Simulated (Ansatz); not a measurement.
Ba:

```
CELL_PARAMETERS angstrom
0.00000 3.23267 3.23267
3.23267 0.00000 3.23267
3.23267 3.23267 0.00000
ATOMIC_POSITIONS crystal
Ba 0.00000 0.00000 0.00000
```

This isn't the form of Ba at room conditions, which is bcc.

```yaml
Program: Ansatz 0.2.0
Task: relaxation of cell and atoms
Functional: PBE
Potentials_or_basis: all-electron LAPW, scalar-relativistic
Basis_error_allowed: 0.001 eV/atom
k_mesh: 7 × 7 × 7
Occupations: fermi-dirac, width 0.05 eV
Spin: no spin polarisation
```

At the start: volume 67.56 Å³/atom.

Problem. Where does the relaxation end?

Solution. Over 4 steps the energy falls by 3.0 meV/atom and the volume is 64.76 Å³/atom (-4.2 %); space group Fm-3m (No. 225, to 0.05 Å).

The path:
```
step  energy change (eV)  largest force (eV/Å)  volume (Å³)
   1              0.0000                0.0000        67.56
   2             -0.0013                0.0000        66.88
   3             -0.0030                0.0000        64.76
   4             -0.0030                0.0000        64.76
```

Final structure:
```yaml
crystal:
  lattice:
    - [0.00000, 3.18731, 3.18731]
    - [3.18731, 0.00000, 3.18731]
    - [3.18731, 3.18731, 0.00000]
  atoms:
    - { symbol: Ba, position: [0.00000, 0.00000, 0.00000] }
```
